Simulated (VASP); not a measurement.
# BAs (F-43m) in VASP: further runs, part 2 of 3

VASP 6.6.1. The steps go on from the part before.

## Step 3: G0W0 quasiparticle levels, PBE

POSCAR

```
BAs
1.0
    0.0000000000      2.3885000000      2.3885000000
    2.3885000000      0.0000000000      2.3885000000
    2.3885000000      2.3885000000      0.0000000000
As B
1 1
Direct
    0.7500000000      0.7500000000      0.7500000000
    0.0000000000      0.0000000000      0.0000000000
```

INCAR.step1

```
  PREC = Accurate
  ENCUT = 450
  EDIFF = 1E-8
  ISMEAR = 0
  SIGMA = 0.01
  LREAL = F
  LASPH = T
  NELM = 80
  ALGO = Fast
  LWAVE = T
  LCHARG = F
  GGA = PE
```

INCAR.step2

```
  PREC = Accurate
  ENCUT = 450
  EDIFF = 1E-8
  ISMEAR = 0
  SIGMA = 0.01
  LREAL = F
  LASPH = T
  NELM = 1
  ALGO = Exact
  LWAVE = T
  LCHARG = F
  GGA = PE
  NBANDS = 36
  LOPTICS = T
  ISTART = 1
```

INCAR.step3

```
  PREC = Accurate
  ENCUT = 450
  EDIFF = 1E-8
  ISMEAR = 0
  SIGMA = 0.01
  LREAL = F
  LASPH = T
  ALGO = EVGW0
  LWAVE = F
  LCHARG = F
  GGA = PE
  NELMGW = 1
  NBANDS = 36
  ENCUTGW = 150
  NOMEGA = 48
  PRECFOCK = Fast
  ISTART = 1
  NBANDSGW = 12
```

KPOINTS

```
regular mesh
0
Gamma
  4 4 4
```

Potentials or basis: VASP PAW PBE potentials, release 64 (As_GW, B_GW).

Launch:

```
$ cat potpaw_PBE.64/As_GW/POTCAR potpaw_PBE.64/B_GW/POTCAR > POTCAR
$ cp INCAR.step1 INCAR
$ mpirun -np 1 vasp_std > vasp.out
$ cp INCAR.step2 INCAR
$ mpirun -np 1 vasp_std > vasp.out
$ cp INCAR.step3 INCAR
$ mpirun -np 1 vasp_std > vasp.out
```

OUTCAR:

```text
PREC = Accurate
   ENCUT = 450
   EDIFF = 1E-8
   ISMEAR = 0
   LREAL = F
   LASPH = T
   GGA = PE
   NELMGW = 1
   ENCUTGW = 150
   PRECFOCK = Fast
   ISTART = 1

 Found      8 irreducible k-points:

 Following reciprocal coordinates:
            Coordinates               Weight
  0.000000  0.000000  0.000000      1.000000
  0.250000  0.000000  0.000000      8.000000
  0.500000  0.000000  0.000000      4.000000
  0.250000  0.250000  0.000000      6.000000
  0.500000  0.250000  0.000000     24.000000
 -0.250000  0.250000  0.000000     12.000000
   k-points           NKPTS =      8   k-points in BZ     NKDIM =     64   number of bands    NBANDS=     36
   number of dos      NEDOS =    301   number of ions     NIONS =      2
   total plane-waves  NPLWV =  13824
   dimension x,y,z NGX =    24 NGY =   24 NGZ =   24
   dimension x,y,z NGXF=    48 NGYF=   48 NGZF=   48
   ions per type =               1   1
   NGX,Y,Z   is equivalent  to a cutoff of  11.81, 11.81, 11.81 a.u.
   NGXF,Y,Z  is equivalent  to a cutoff of  23.62, 23.62, 23.62 a.u.
 SYSTEM =  unknown system
   PREC   = accura    normal or accurate (medium, high low for compatibility)
   ISTART =      1    job   : 0-new  1-cont  2-samecut
   ICHARG =      0    charge: 1-file 2-atom 10-const
   ISPIN  =      1    spin polarized calculation?
   LNONCOLLINEAR =      F non collinear calculations
   LSORBIT =      F    spin-orbit coupling
   LASPH  =      T    aspherical Exc in radial PAW
   ENCUT  =  450.0 eV  33.07 Ry    5.75 a.u.   5.84  5.84  5.84*2*pi/ulx,y,z
   NELM   =     60;   NELMIN=  2; NELMDL=  0     # of ELM steps
   EDIFF  = 0.1E-07   stopping-criterion for ELM
   LREAL  =      F    real-space projection
   EDIFFG = 0.1E-06   stopping-criterion for IOM
   NSW    =      0    number of steps for IOM
   IBRION =     -1    ionic relax: 0-MD 1-quasi-New 2-CG
   NFREE  =      0    steps in history (QN), initial steepest desc. (CG)
   ISIF   =      0    stress and relaxation
   ISYM   =      3    0-nonsym 1-usesym 2-fastsym
   POTIM  = 0.5000    time-step for ionic-motion
   TEBEG  =    0.0;   TEEND  =   0.0 temperature during run
   PSTRESS=    0.0 pullay stress
   NELECT =       8.0000    total number of electrons
   NUPDOWN=      -1.0000    fix difference up-down
   EMIN   =  10.00;   EMAX   =-10.00  energy-range for DOS
   EFERMI =   0.00;   METHOD = LEGACY
   ISMEAR =     0;   SIGMA  =   0.01  broadening in eV -4-tet -1-fermi 0-gaus
   EFERMI_NEDOS =   21; number of points for ismear=-14 and -15
   IALGO  =     38    algorithm
   IMIX   =      4    mixing-type and parameters
     AMIX     =   0.40;   BMIX     =  1.00
     AMIX_MAG =   1.60;   BMIX_MAG =  1.00
  volume/ion in A,a.u.               =      13.63        91.95
  Fermi-wavevector in a.u.,A,eV,Ry     =   1.088018  2.056057 16.106360  1.183784
  Thomas-Fermi vector in A             =   2.224191
   LORBIT       =      0    0 simple, 1 ext, 2 COOP (PROOUT), +10 PAW based schemes
   GGA     = PE    functional components
   LHFCALC =     T    Hartree Fock is set to
   PRECFOCK=fast      Normal, Fast or Accurate (Low or Medium for compatibility)
   ENCUT4O =  -1.0   cutoff for four orbital integrals eV
   NKREDX  =     1    reduce k-point grid by
   NKREDY  =     1    reduce k-point grid by
   NKREDZ  =     1    reduce k-point grid by
   AEXX    =    1.0000 exact exchange contribution
   HFSCREEN=    0.0000 screening length (either q_TF or 0.3 A-1)
   HFSCREENC=   0.0000 screening length for correlation (either q_TF or 0.3 A-1)
   ENCUTFOCK=  -1.0 apply spherical cutoff to Coloumb kernel
   IVDW    =     0    specifies the selected vdW correction
   LEPSILON=     F    determine dielectric tensor
   LRPA    =     F    only Hartree local field effects (RPA)
   LRPAFORCE           =     F    calculate RPA forces
   ENCUTGW             = 150.0    cutoff for response function in eV
   ENCUTGWSOFT         = 120.0    soft cutoff for Coulomb kernel in GW response function in eV
   ENCUTLF             =  -1.0    cutoff for local field effects
   NELMGW              =     1    number of iterations in solving QP/BSE equation
   NELMHF              =     1    number of iterations in the inner HF iteration
   NKREDLFX            =     1    NKREDLFY  =   1   NKREDLFZ  =   1
 non-spin polarized calculation
 Gauss-broadening in eV      SIGMA  =   0.01
  energy-cutoff  :      450.00
  volume of cell :       27.25
 maximum number of plane-waves:       609
  NGX = 14; NGY = 14; NGZ = 14
   NGX = 11   NGY = 11   NGZ = 11
 maximum number of plane-waves:       125
 NGX is ok and might be reduce to    14

 QP shifts <psi_nk| G(iteration)W_0 |psi_nk>: iteration 1
 for sc-GW calculations column KS-energies equals QP-energies in previous step
 and V_xc(KS)=  KS-energies - (<T + V_ion + V_H > + <T+V_H+V_ion>^1  + <V_x>^1)

 k-point   1 :       0.0000    0.0000    0.0000
  band No.  KS-energies  QP-energies   sigma(KS)   V_xc(KS)     V^pw_x(r,r')   Z            occupation Imag(sigma)

      1      -9.2127      -9.7938     -12.4606     -11.6509     -19.5818       0.7176       2.0000       1.2907
      2       6.2037       6.0378     -12.8072     -12.5970     -14.3135       0.7894       2.0000       0.0582
      3       6.2037       6.0378     -12.8072     -12.5970     -14.3135       0.7894       2.0000       0.0582
      4       6.2037       6.0378     -12.8072     -12.5970     -14.3135       0.7894       2.0000       0.0582
      5       9.4629      10.0940     -10.5802     -11.3816      -6.5810       0.7875       0.0000      -0.0930
      6       9.4629      10.0940     -10.5802     -11.3816      -6.5810       0.7875       0.0000      -0.0930
      7       9.4629      10.0940     -10.5802     -11.3816      -6.5810       0.7875       0.0000      -0.0930
      8      10.8667      11.7904     -11.3976     -12.6109      -6.4529       0.7613       0.0000      -0.1386
      9      15.7680      16.0147      -8.5844      -8.8971      -3.0349       0.7888       0.0000      -0.3018
     10      19.1304      19.5457      -9.8746     -10.4077      -4.3645       0.7791       0.0000      -0.3560
     11      19.1304      19.5457      -9.8746     -10.4077      -4.3645       0.7791       0.0000      -0.3560
     12      20.5439      20.7520      -8.7525      -9.0130      -2.4955       0.7987       0.0000      -0.7136

 k-point   2 :       0.2500    0.0000    0.0000
  band No.  KS-energies  QP-energies   sigma(KS)   V_xc(KS)     V^pw_x(r,r')   Z            occupation Imag(sigma)

      1      -8.2102      -8.7323     -12.4818     -11.7491     -19.2774       0.7126       2.0000       1.1399
      2       1.2549       0.8673     -12.3318     -11.8208     -15.3220       0.7585       2.0000       0.1434
      3       5.0506       4.8399     -12.6217     -12.3538     -14.4170       0.7863       2.0000       0.0653
      4       5.0506       4.8399     -12.6217     -12.3538     -14.4170       0.7863       2.0000       0.0653
      5       9.2527       9.8944     -10.7893     -11.6102      -6.5579       0.7817       0.0000      -0.0994
      6      10.8403      11.4856     -10.6028     -11.4321      -6.2039       0.7782       0.0000      -0.1186
      7      10.8403      11.4856     -10.6028     -11.4321      -6.2039       0.7782       0.0000      -0.1186
      8      14.0961      14.8166     -10.7917     -11.7499      -5.1315       0.7519       0.0000      -0.2492
      9      17.4097      17.7551      -9.4014      -9.8417      -3.9859       0.7845       0.0000      -0.3277
     10      17.4097      17.7551      -9.4014      -9.8417      -3.9859       0.7845       0.0000      -0.3277
     11      17.4783      17.7868      -8.6941      -9.0889      -2.9661       0.7812       0.0000      -0.3766
     12      20.8811      21.3485      -9.2385      -9.8459      -2.9996       0.7696       0.0000      -0.5898
[... 36 lines left out ...]
      1      -5.9318      -6.3414     -12.6595     -12.0971     -18.6123       0.7284       2.0000       0.7988
      2      -1.5256      -2.0151     -12.4414     -11.7756     -16.7357       0.7352       2.0000       0.3257
      3       1.4573       1.0480     -12.0772     -11.5424     -14.8702       0.7653       2.0000       0.1312
      4       3.0178       2.6834     -12.4073     -11.9743     -14.8656       0.7723       2.0000       0.0934
      5       8.5761       8.9660      -9.8563     -10.3479      -5.7521       0.7932       0.0000      -0.0916
      6      12.0345      12.6692     -10.3219     -11.1452      -5.3204       0.7708       0.0000      -0.1602
      7      13.8650      14.4594     -10.5460     -11.3226      -5.3500       0.7655       0.0000      -0.2126
      8      14.0984      14.7928     -10.5998     -11.5111      -5.2256       0.7620       0.0000      -0.2339
      9      18.1936      18.8269     -10.3333     -11.1749      -3.9261       0.7525       0.0000      -0.4795
     10      21.1901      21.6838      -9.9062     -10.5450      -3.6439       0.7729       0.0000      -0.6238
     11      21.9241      22.5553      -9.9095     -10.7374      -3.3111       0.7625       0.0000      -0.7385
     12      23.2651      23.7604      -9.5095     -10.1587      -3.1086       0.7629       0.0000      -0.7667

 k-point   6 :      -0.2500    0.2500    0.0000
  band No.  KS-energies  QP-energies   sigma(KS)   V_xc(KS)     V^pw_x(r,r')   Z            occupation Imag(sigma)

      1      -6.6902      -7.1473     -12.5855     -11.9562     -18.8332       0.7264       2.0000       0.9169
      2      -0.4489      -0.8848     -12.5788     -11.9901     -16.4218       0.7405       2.0000       0.2407
      3       1.0995       0.6670     -11.8932     -11.3266     -14.7753       0.7633       2.0000       0.1424
      4       4.2299       3.9680     -12.5674     -12.2318     -14.6241       0.7803       2.0000       0.0734
      5       9.6999      10.2415     -10.2079     -10.8971      -5.8655       0.7859       0.0000      -0.1048
      6      12.3005      13.0151     -10.6060     -11.5369      -5.6375       0.7676       0.0000      -0.1693
      7      13.1564      13.8664     -10.5684     -11.4921      -5.4438       0.7687       0.0000      -0.1882
      8      13.5835      14.1539     -10.5511     -11.3030      -5.1745       0.7587       0.0000      -0.2159
      9      16.5469      16.8453      -9.3891      -9.7659      -4.2043       0.7921       0.0000      -0.2763
     10      18.3363      18.8354      -9.8488     -10.5068      -3.7002       0.7587       0.0000      -0.4637
     11      21.8208      22.5291     -10.0506     -10.9834      -3.3448       0.7594       0.0000      -0.7514
     12      23.5376      23.8289      -9.0061      -9.3853      -2.6807       0.7684       0.0000      -0.7182

 [... further k-points ...]
```

Wall time 19 s (1 thread of Intel Xeon 6975P-C (Granite Rapids), shared host); peak memory 0.2 GiB.

These settings aren't checked as converged: the numbers below hold their error.

What came out:

- Band gap on the k mesh, mean-field level: 1.41 eV, indirect (least direct gap 3.26 eV)
- Quasiparticle gap: 1.81 eV
- Least direct quasiparticle gap: 4.06 eV

Caveat: the k mesh is coarse (spacing up to 0.57 Å⁻¹), so the values aren't converged; bands, screening cutoff and mesh are small and nothing is extrapolated, so the quasiparticle values aren't converged.

(Continued in part 3 of 3.)
